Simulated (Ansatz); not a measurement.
Rows from a G0W0 calculation on Cd vacancy (charge -2) in CdTe (31-atom cell) (Ansatz 0.2.0; G0W0 on LDA, plane waves, PAW; 2×2×2 mesh, 1253 empty bands, screening to 98 eV), in eV. Spin-orbit coupling is left out.

| row | k | band | start | Σx | Σc at the solution | Vxc |
| --- | --- | --- | --- | --- | --- | --- |
| A | Γ | v1 | 7.338 | -17.485 | 1.504 | -15.938 |
| B | Γ | v4 | 6.670 | -16.553 | 1.720 | -14.715 |
| C | Γ | c2 | 9.599 | -6.264 | -3.501 | -10.110 |
| D | Γ | c5 | 9.638 | -8.302 | -3.623 | -12.431 |
| E | Γ | c1 | 7.986 | -9.620 | -3.483 | -13.710 |

Question: Work out each quasiparticle level and how far it moved.

The quasiparticle equation reads E = start + Σx + Σc(E) − Vxc.

```csv
row,E (eV),shift (eV)
A,7.295,−0.042
B,6.552,−0.118
C,9.944,+0.346
D,10.144,+0.506
E,8.594,+0.607
```

Limits: not at the basis limit; charged cell, levels uncorrected; no spin-orbit coupling; coarse k mesh.

[Paths, hosts, dates, memory and timing lines, banners, echoed tables and standing remarks are left out of the program output.]

[Logs are printed without paths, hosts, clocks, repeated set-up lines and the standing remarks that a program may print on its own settings, such as how far it seeks lower states.]

[Runs of the session that timed out or met a known fault of the program may be left out.]

[Cells called generated may have been cut or substituted from an entry of the Crystallography Open Database or the Materials Project.]

[Hosts, paths, dates, database ids (printed as entryN), source tags and the programs' standing remarks are cut or masked in the printed files.]
